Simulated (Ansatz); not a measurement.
Runs of Ansatz 0.2.0 on RbBr. Symmetry: Fm-3m, No. 225, cubic system. The conventional cell has a = 6.854 Å, b = 6.854 Å, c = 6.854 Å, α = 90.00°, β = 90.00°, γ = 90.00°. Around Rb (site symmetry m-3m) lie 6 Br at 3.43 Å. Around Br (site symmetry m-3m) lie 6 Rb at 3.43 Å. 

| screening (1/Å) | gap on the mesh (eV) | pressure (GPa) |
| --- | --- | --- |
| 0.1 | 5.87 | 0.8 |
| 0.6 | 4.84 | 0.8 |
| 0.3 | (b) | 0.8 |
| 0.15 | 5.70 | 0.8 |
| 0.4 | (a) | 0.8 |
| 0.2 | 5.55 | 0.8 |

Alike in all rows: task single point; level HSE06 form with a typed share of exact exchange; potentials or basis Ansatz PAW; no spin polarisation; cell as given; k mesh 4 × 4 × 4; cutoff (eV) 420; smearing fermi-dirac 0.05 eV.

Problem. Fill in the values left out.

Solution. (a) 5.11; (b) 5.30.

Caveats: the PAW data sets come from PBE, with cores solved anew for the run's functional, which leaves a small shift of forces and pressure; the thresholds are loose for stress.

A k mesh can miss the band edges, and the runs leave out spin-orbit coupling on Br, Rb.
